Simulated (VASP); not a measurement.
# ZnS, Born charge from the Berry-phase polarisation: which settings are enough?

ZnS, F-43m (no. 216), 2 atoms in the cell. R2SCAN, Born charge from Berry-phase polarisation; PAW potentials Zn, S (PBE set). VASP 6.6.1.

Wanted: Born charge by displacement within 0.02 e.

Geometry: relaxed with this functional.

The series start from k mesh: 6x6x6; Displacement (Å): 0.02; Plane-wave cutoff (eV): 360; SCF threshold (eV): 1e-7; Precision mode: Accurate. Each series keeps the choices made before it, and each single choice may use up half of a tolerance. Times cover all steps of a run.

## k mesh

| k mesh | Born charge by displacement (e) | Time (s) |
|---|---|---|
| 4x4x4 | 2.009 | 23 |
| 6x6x6 | 1.996 | 48 |
| 8x8x8 | 1.992 | 92 |
| 10x10x10 | 1.990 | 167 |
| 12x12x12 (reference) | 1.989 | 287 |

Chosen: 6x6x6, the loosest value from which every tighter one stays within half of the tolerance.

## Displacement (Å)

| Displacement (Å) | Born charge by displacement (e) | Time (s) |
|---|---|---|
| 0.02 | 1.996 | 48 |
| 0.005 | 1.993 | 53 |
| 0.05 | 2.004 | 50 |
| 0.15 | 2.012 | 64 |

Chosen: 0.02; no other choice that stays within half of the tolerance saves 30 % of the time.

## Plane-wave cutoff (eV)

| Plane-wave cutoff (eV) | Born charge by displacement (e) | Time (s) |
|---|---|---|
| 220 | 2.025 | 42 |
| 280 | 1.997 | 53 |
| 320 | 1.996 | 54 |
| 360 | 1.996 | 48 |
| 440 (reference) | 2.006 | 108 |

Chosen: 360.

## SCF threshold (eV)

| SCF threshold (eV) | Born charge by displacement (e) | Time (s) |
|---|---|---|
| 0.0001 | 1.997 | 39 |
| 1e-5 | 1.996 | 42 |
| 1e-6 | 1.996 | 40 |
| 1e-7 | 1.996 | 48 |
| 1e-8 (reference) | 1.996 | 51 |

Chosen: 0.0001.

## Precision mode

| Precision mode | Born charge by displacement (e) | Time (s) |
|---|---|---|
| Accurate | 1.997 | 39 |
| Normal | 2.024 | 32 |
| Single | 2.028 | 39 |

Chosen: Accurate.

## All choices together

| Input | Born charge by displacement (e) | Time (s) |
|---|---|---|
| program defaults, KSPACING-like mesh of 0.5 per A (naive) | no result | 10 |
| chosen settings | 1.997 | 39 |
| reference settings throughout | 1.999 | 756 |

The tolerance is met.

## The input

INCAR:
```
SYSTEM = ZnS
  ALGO = Normal
  DIPOL = 0.127 0.213 0.319
  EDIFF = 1E-4
  ENCUT = 360
  ISMEAR = 0
  KPAR = 1
  LASPH = .True.
  LCALCPOL = .True.
  LCHARG = .False.
  LMIXTAU = .True.
  LREAL = .False.
  LWAVE = .False.
  METAGGA = R2SCAN
  NELM = 120
  PREC = Accurate
  SIGMA = 0.02
```

KPOINTS:
```
Automatic mesh
0
Gamma
  6 6 6
  0 0 0
```

POSCAR.step1:
```
SZn
 1.0000000000000000
     0.0000000000000000    2.6948057298441976    2.6948057298441976
     2.6948057298441976    0.0000000000000000    2.6948057298441976
     2.6948057298441976    2.6948057298441976    0.0000000000000000
 Zn  S
   1   1
Direct
  0.7462891573632738  0.7462891573632738  0.7537108426367262
  0.0000000000000000  0.0000000000000000 -0.0000000000000000
```

POSCAR.step2:
```
SZn
 1.0000000000000000
     0.0000000000000000    2.6948057298441976    2.6948057298441976
     2.6948057298441976    0.0000000000000000    2.6948057298441976
     2.6948057298441976    2.6948057298441976    0.0000000000000000
 Zn  S
   1   1
Direct
  0.7537108426367262  0.7537108426367262  0.7462891573632738
  0.0000000000000000  0.0000000000000000 -0.0000000000000000
```

Commands (each step's output is kept before the next begins):
```
cat potpaw_PBE.64/Zn/POTCAR potpaw_PBE.64/S/POTCAR > POTCAR
cp POSCAR.step1 POSCAR
mpirun -np 2 vasp_std > vasp.out
rm WAVECAR CHG
cp POSCAR.step2 POSCAR
mpirun -np 2 vasp_std > vasp.out
```

The chosen input took VASP 6.6.1 39 s on 2 cores (Intel Xeon Platinum 8488C (Sapphire Rapids)), a shared host.

## An input that fails: a move so small that VASP's symmetry search (SYMPREC) takes the cell for the unmoved one

It runs to its end, but against the unchanged starting input it is off by 2.004 e in the Born charge by displacement.

Displacement (Å): 0.02 becomes 2e-5.

Changes against the starting input:
```
(POSCAR.step1)
-  0.7462891573632738  0.7462891573632738  0.7537108426367262
+  0.7499962891573633  0.7499962891573633  0.7500037108426367
(POSCAR.step2)
-  0.7537108426367262  0.7537108426367262  0.7462891573632738
+  0.7500037108426367  0.7500037108426367  0.7499962891573633
```
